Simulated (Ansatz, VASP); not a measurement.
AlN: VASP beside Ansatz

```
Al N
1.0
     3.14032    0.00000    0.00000
    -1.57016    2.71960    0.00000
     0.00000    0.00000    5.02633
Al N
2 2
Cartesian
  0.0000 1.8655 0.0076
  1.5702 0.8541 2.5208
  0.0000 1.7663 1.9275
  1.5702 0.9533 4.4407
```

Change from the starting cell: mode 5 frozen in at +0.052 Å, equal normal strain along x, y and z +0.0167.

Alike in both runs: task single point; functional LDA; k mesh 9 × 9 × 6; occupations gaussian, width 0.05 eV; no spin polarisation.

|  | VASP | Ansatz |
| --- | --- | --- |
| version | VASP 6.6.1 | Ansatz 0.2.0 |
| potentials or method | VASP PAW LDA potentials, release 64 (Al, N) | scalar-relativistic, plane waves, PAW |
| plane-wave cutoff (eV) | 520 | 520 |
| valence electrons in the cell | 16 | 16 |

```csv
,VASP,Ansatz,Ansatz less VASP
gap on the k mesh at the Fermi level (eV),3.95,3.95,-0.004
least direct gap on the mesh (eV),3.95,3.95,-0.004
pressure (GPa),-9.1,-9.6,-0.48
largest component of the traceless stress (GPa),0.63,0.65,+0.018
rms of the force components (eV/Å),0.138,0.138,+0.0001
```

Atom by atom the forces differ by 0.001 eV/Å (rms over components).

Caveats: an odd mesh through Γ misses points on the zone boundary, where band edges often lie.
